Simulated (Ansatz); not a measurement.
## Ti2O: equation of state with PBEsol+D3(BJ)

The system is Ti2O.

```
CELL_PARAMETERS angstrom
2.99526 0.00000 0.00000
-1.49763 2.59397 0.00000
0.00000 0.00000 4.83547
ATOMIC_POSITIONS crystal
Ti 0.33333 0.66667 0.72126
Ti 0.66667 0.33333 0.27874
O 0.00000 0.00000 0.00000
```

The cell isn't the ideal one: volume scaled by 1.08.

```json
{
 "Program": "Ansatz 0.2.0",
 "Task": "equation of state",
 "Functional": "PBEsol",
 "Dispersion": "D3(BJ)",
 "Potentials or basis": "PseudoDojo PBEsol",
 "Cutoff": "1143 eV",
 "Density cutoff": "4572 eV",
 "k mesh": "10 × 10 × 6",
 "Occupations": "cold, width 0.05 eV",
 "Spin": "no spin polarisation"
}
```

- Equilibrium volume: 11.46 Å³/atom (rough: see the caveat)
- Bulk modulus at fixed shape and positions: 215 GPa (rough)

Energy against volume, from the lowest point:
```tsv
volume (Å³/atom)	energy (meV/atom)
11.772	0.00
12.022	11.51
12.273	28.69
12.523	50.94
12.774	77.70
13.024	108.48
13.275	142.85
```

All runs of the series together: 36 s on 2 threads of Arm Neoverse V2, with other jobs on the host.

Caveat: the minimum lies outside the volumes run; the cell was scaled at fixed shape and fractional positions, which overstates the stiffness of a crystal with free parameters, most of all of layers and chains.
